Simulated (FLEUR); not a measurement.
# CdSe (Cadmoselite) (P6_3mc) in FLEUR: settings compared, part 2 of 2

FLEUR MaX-R8.1 (later development tree). Earlier steps stand in the parts before.

### Step 5. Equation of state, PBEsol, 26.42 Å³/atom (volume scaled by 0.94)

Changes to inp.xml since step 4:

```diff
@@ -6,3 +6,3 @@
    <calculationSetup>
-      <cutoffs Kmax="4.67" Gmax="14.5" GmaxXC="14.5" numbands="0"/>
+      <cutoffs Kmax="4.8" Gmax="14.9" GmaxXC="14.9" numbands="0"/>
       <scfLoop itmax="60" minDistance="0.00001" maxIterBroyd="15" imix="Anderson" alpha="0.05" precondParam="0.0" spinf="2.0" sdNocoIR="T"/>
@@ -24,3 +24,3 @@
       <xi:include xmlns:xi="http://www.w3.org/2001/XInclude" href="sym.xml"> </xi:include>
-      <bulkLattice scale="1.0">
+      <bulkLattice scale="0.9795861087">
          <bravaisMatrix>
@@ -34,3 +34,3 @@
       <species name="Cadmium (Cd)" element="Cd" atomicNumber="48">
-         <mtSphere radius="2.47" gridPoints="817" logIncrement="0.016"/>
+         <mtSphere radius="2.4" gridPoints="817" logIncrement="0.016"/>
          <atomicCutoffs lmax="10" lnonsphr="8"/>
@@ -48,3 +48,3 @@
       <species name="Selenium (Se)" element="Se" atomicNumber="34">
-         <mtSphere radius="2.1" gridPoints="695" logIncrement="0.018"/>
+         <mtSphere radius="2.04" gridPoints="695" logIncrement="0.018"/>
          <atomicCutoffs lmax="8" lnonsphr="6"/>
```

Potentials or basis: all-electron, FLAPW.

The run is started by

```
inpgen -f crystal.txt -profile fastHighL
# inp.xml edited to the form shown
fleur_MPI
```

The log of the run:

```text
Welcome to FLEUR        (www.flapw.de)
      MaX-Release 8.1          (www.max-centre.eu)

 ========== k-point set info ==========
 Selected k-point list: default-1
 k-point list type: mesh
 7 x 7 x 4
 Number of k points: 24

 ------------Calculation Setup---------------------------
 Number of MPI-tasks      :            1
 Number of PE/node        :            1
 Number of OMP-threads    :            1
 Most efficient MPI parallelization for:
           1           2           3           4           6           8          12          24
 Additional eigenvalue parallelization possible
 Number of basis functions:         1487
 Approximate size of matrices (H+S) per k-point:         0.066 GB
 --------------------------------------------------------
 Iteration:     1   Distance:       6.32590420 me/bohr^3
 Iteration:     2   Distance:       5.72428386 me/bohr^3
 Iteration:     3   Distance:       3.31284245 me/bohr^3
 Iteration:     4   Distance:       1.17385002 me/bohr^3
 Iteration:     5   Distance:       0.90492856 me/bohr^3
 Iteration:     6   Distance:       0.17069510 me/bohr^3
 Iteration:     7   Distance:       0.06915758 me/bohr^3
 Iteration:     8   Distance:       0.05364405 me/bohr^3
 Iteration:     9   Distance:       0.00574923 me/bohr^3
 Iteration:    10   Distance:       0.00481428 me/bohr^3
 Iteration:    11   Distance:       0.00101347 me/bohr^3
 Iteration:    12   Distance:       0.00026908 me/bohr^3
 Iteration:    13   Distance:       0.00021527 me/bohr^3
 Iteration:    14   Distance:       0.00005745 me/bohr^3
 Iteration:    15   Distance:       0.00001566 me/bohr^3
 Iteration:    16   Distance:       0.00001365 me/bohr^3
 Iteration:    17   Distance:       0.00000372 me/bohr^3

 ********************************************************************
 Run finished successfully
 Stop message:
   all done
 ********************************************************************
```

It took 20 min on 1 thread of Arm Neoverse V1, shared host; peak memory 0.19 GiB.

What came out:

* Free energy: -436582.9985 eV
* Band gap on the k mesh: 0.70 eV, direct
* Valence electrons inside the program's atomic spheres: Cd 18.27; Se 13.41 (radii Cd 2.4, Se 2.04 bohr)

### Step 6. Equation of state, PBEsol, 26.98 Å³/atom (volume scaled by 0.96)

Changes to inp.xml since step 5:

```diff
@@ -24,3 +24,3 @@
       <xi:include xmlns:xi="http://www.w3.org/2001/XInclude" href="sym.xml"> </xi:include>
-      <bulkLattice scale="0.9795861087">
+      <bulkLattice scale="0.9864848297">
          <bravaisMatrix>
```

Potentials or basis: all-electron, FLAPW.

The run is started by

```
inpgen -f crystal.txt -profile fastHighL
# inp.xml edited to the form shown
fleur_MPI
```

Wall time 21 min (1 thread of Arm Neoverse V1, shared host); peak memory 0.2 GiB.

Results (log left out):

```yaml
Free_energy: -436583.0438 eV
Band_gap_on_the_k_mesh: 0.66 eV, direct
Valence_electrons_inside_the_program's_atomic_spheres: Cd 18.25; Se 13.40 (radii Cd 2.4, Se 2.04 bohr)
```

### Step 7. Equation of state, PBEsol, 28.10 Å³/atom

Changes to inp.xml since step 6:

```diff
@@ -24,3 +24,3 @@
       <xi:include xmlns:xi="http://www.w3.org/2001/XInclude" href="sym.xml"> </xi:include>
-      <bulkLattice scale="0.9864848297">
+      <bulkLattice scale="1.0000000000">
          <bravaisMatrix>
```

The run is started by

```
inpgen -f crystal.txt -profile fastHighL
# inp.xml edited to the form shown
fleur_MPI
```

Wall time 23 min (1 thread of Arm Neoverse V1, shared host); peak memory 0.2 GiB.

It converged, with:

* Free energy: -436583.0807 eV
* Band gap on the k mesh: 0.58 eV, direct
* Valence electrons inside the program's atomic spheres: Cd 18.22; Se 13.38 (radii Cd 2.4, Se 2.04 bohr)

### Step 8. Summary

```tsv
level	spin	k mesh	gap on the mesh (eV)
PBE	off	7 × 7 × 4	0.70
PBE	SOC, no magnetisation	5 × 5 × 3	0.58
PBEsol	off	7 × 7 × 4	0.58
```

Alike in all rows: task band structure; potentials or basis all-electron, FLAPW; cell as given; smearing fermi-dirac 0.05 eV; kmax 4.67 1/bohr.

Caveats: spin-orbit coupling is added in second variation on a limited number of bands (some runs).

Compare energies only between runs with the same functional and basis.

### Step 9. Comparison with measurements

Step 2. A measured gap of CdSe is 1.841 eV (2 K; a printed reference work, data compilation); the calculated 0.70 eV misses it by -1.14 eV. So large a miss can be the level of theory's own, or it may mean another phase, state or a wrong row. Spin-orbit coupling on Cd, Se is left out. The value is that of PBE, without temperature or zero-point motion. Semilocal functionals fall short of measured gaps as a rule.

Step 3. A measured gap of CdSe is 1.841 eV (2 K; a printed reference work, data compilation); the calculated 0.58 eV misses it by -1.26 eV. So large a miss can be the level of theory's own, or it may mean another phase, state or a wrong row. The value is that of PBE, without temperature or zero-point motion. Semilocal functionals fall short of measured gaps as a rule.

Step 4. Measured gap of CdSe: 1.841 eV (2 K; a printed reference work, data compilation). This calculation gives 0.58 eV (-1.26 eV). So large a miss can be the level of theory's own, or it may mean another phase, state or a wrong row. Spin-orbit coupling on Cd, Se is left out. The value is that of PBEsol, without temperature or zero-point motion. Semilocal functionals fall short of measured gaps as a rule.
